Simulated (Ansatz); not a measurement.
**Crystal structures of manganese under LDA**

Method: DFT, LDA (PW92), plane waves (420 eV) with PAW, scalar-relativistic in Ansatz 0.2.0. (PAW data from PBE, frozen cores regenerated.)

Each structure is relaxed within its own symmetry, so a high-lying one may be dynamically unstable.

```json
{"structure": "alpha-Mn (A12)", "ΔE (meV/atom)": "0", "V (Å³/atom)": "10.16", "cell": "a = 8.385 Å", "magnetic state": "ferrimagnetic, largest moment 0.97 μB in the atomic sphere"}
{"structure": "hcp", "ΔE (meV/atom)": "43", "V (Å³/atom)": "10.04", "cell": "a = 2.431 Å, c = 3.925 Å (c/a = 1.615)", "magnetic state": "non-magnetic"}
{"structure": "dhcp", "ΔE (meV/atom)": "44", "V (Å³/atom)": "10.04", "cell": "a = 2.433 Å, c = 7.838 Å (c/a = 3.222)", "magnetic state": "non-magnetic"}
{"structure": "A15", "ΔE (meV/atom)": "51", "V (Å³/atom)": "10.13", "cell": "a = 4.327 Å", "magnetic state": "spin not included"}
{"structure": "fcc", "ΔE (meV/atom)": "80", "V (Å³/atom)": "10.08", "cell": "a = 3.429 Å", "magnetic state": "non-magnetic"}
{"structure": "omega (AlB2-type)", "ΔE (meV/atom)": "88", "V (Å³/atom)": "10.10", "cell": "a = 3.815 Å, c = 2.405 Å (c/a = 0.631)", "magnetic state": "non-magnetic"}
{"structure": "bcc", "ΔE (meV/atom)": "178", "V (Å³/atom)": "10.13", "cell": "a = 2.727 Å", "magnetic state": "spin not included"}
{"structure": "simple cubic", "ΔE (meV/atom)": "930", "V (Å³/atom)": "11.57", "cell": "a = 2.262 Å", "magnetic state": "antiferromagnetic, largest moment 1.39 μB in the atomic sphere"}
{"structure": "diamond", "ΔE (meV/atom)": "1517", "V (Å³/atom)": "14.18", "cell": "a = 4.841 Å", "magnetic state": "antiferromagnetic, largest moment 0.53 μB in the atomic sphere"}
```

ΔE counts from alpha-Mn (A12).

Differences under about 8 meV lie within the error of the k-point mesh.
